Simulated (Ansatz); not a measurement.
# Worked example: GaH(CH3)F + C4H9 → GaH(CH3) + C4H9F

Species: GaH(CH3)F, singlet; C4H9 (1-butyl radical) `[CH2]CCC`, doublet; GaH(CH3), doublet; C4H9F (1-fluorobutane) `CCCCF`, singlet. A radical takes F: the energy is the difference in strength between the Ga–F bond broken and the C–F bond made.

Shapes, held fixed at every level: PBE0-D4/def2-TZVP. Flexible molecules stand in one conformer, not always the lowest. Programs: Ansatz 0.2.0. Electronic energies: no zero-point or thermal term.

At MP2/def2-TZVPP; 1 Eh = 2625.50 kJ/mol:

```
  species   energy (Eh)
GaH(CH3)F  -2063.650749
     C4H9   -157.404244
 GaH(CH3)  -1963.812402
    C4H9F   -257.205632
```

Question: Work out ΔE of the reaction at this level.

Answer: 
1. Products less reactants: (-1963.812402) + (-257.205632) − [(-2063.650749) + (-157.404244)] = 0.036959 Eh = +97.0 kJ/mol.

Other levels give +80.5 (PBE-D4/def2-TZVPP) to +101.1 kJ/mol (r2SCAN-D4/def2-TZVPP). No measured value is set beside it here. Open shells run unrestricted unless RO is named. Relativity is left out for Ga unless named. Correlated rows may include outer-core shells of Ga, which these sets cover unevenly.
